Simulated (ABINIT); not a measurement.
# CdTe: equation of state with PBEsol

**Experimental background.**

From “Multiscale insight into the Cd1-xZnxTe vibrational-mechanical properties -- High-pressure experiments and ab initio calculations”, 2023, arxiv:2306.14539, for a powder of CdTe: bulk modulus 42 ± 2 GPa.

The system is CdTe.

```xyz
2
Lattice="0.0000 3.2050 3.2050 3.2050 0.0000 3.2050 3.2050 3.2050 0.0000" Properties=species:S:1:pos:R:3 pbc="T T T"
Te    4.8075    4.8075    4.8075
Cd    0.0000    0.0000    0.0000
```

```yaml
Program: ABINIT 10.8.3 (patched build)
Task: equation of state
Functional: PBEsol
Potentials_or_basis: JTH PAW PBE v2.0
Cutoff: 599 eV
k_mesh: 7 × 7 × 7
Occupations: fermi-dirac, width 0.05 eV
Spin: no spin polarisation
```

The equilibrium volume is 34.26 Å³/atom. The bulk modulus is 42 GPa and the pressure derivative of the bulk modulus is 4.8.

Energy against volume, from the lowest point:
| volume (Å³/atom) | energy (meV/atom) |
| --- | --- |
| 30.947 | 50.83 |
| 31.605 | 31.34 |
| 32.263 | 17.03 |
| 32.922 | 7.36 |
| 33.580 | 1.83 |
| 34.239 | 0.00 |
| 34.897 | 1.49 |

Run time: 4.5 min on 1 thread of Arm Neoverse V2 (shared host), peak memory 0.18 GiB.

A measured bulk modulus of CdTe is 42 GPa (powder; quoted in “Multiscale insight into the Cd1-xZnxTe vibrational-mechanical properties -- High-pressure experiments and ab initio calculations”, 2023, arxiv:2306.14539); the calculated 42 GPa misses it by -0.4 %. The fit is for a static lattice scaled at fixed shape and fixed fractional positions.

Caveat: pressures at fixed basis lie under the slope of the energies; the PAW data sets were made with another functional, which shifts forces and pressure a little. The run has no spin-orbit coupling, so splittings on Te are missing.
